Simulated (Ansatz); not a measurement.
Below is a relaxed structure of ZnS. The cell was found from a structure generator's guess, not taken from experiment.

Computed with DFT PBE, scalar-relativistic, plane waves, PAW (Ansatz 0.2.0). Cutoff 420 eV, Γ-centred mesh, Gaussian smearing, no spin polarisation.

```xyz
2
Lattice="3.6847 -3.8687 0.0000 3.6847 3.8687 0.0000 0.0000 0.0000 4.1742" Properties=species:S:1:pos:R:3 pbc="T T T"
Zn    3.6847    0.0000    2.0871
S     3.6847    0.0000    0.0000
```

The zero of energy is the elements' standard structures at the same level; no fitted shifts are applied.

Question: What space group does it have?

Answer: Cmmm (No. 65). Conventional cell: a = 7.369 Å, b = 7.737 Å, c = 4.174 Å. Around Zn lie 2 S at 2.09 Å; around S lie 2 Zn at 2.09 Å.

Question: How far does it lie from the elements in energy?

Answer: +0.084 eV/atom. The separate elements lie lower, so it is unstable against them.

Question: Is it a metal?

Answer: No, the gap on the 6×6×8 mesh is 1.32 eV.

The last run used a 6×6×8 mesh (in the run's order of axes) for its 2-atom cell and Gaussian smearing of 0.02 eV. No dispersion correction is applied, so the spacing and binding between layers, chains or molecules are poorly described. Kohn–Sham gaps at this level usually fall short of measured ones. The reference form of S is held partly by dispersion forces, which this level lacks. Symmetry constrained the relaxation, so the result can be a saddle point. Another cell of ZnS relaxed alike, in R3m (a Materials Project cell), lies 0.90 eV/atom lower, so this cell isn't the stable form at this level.
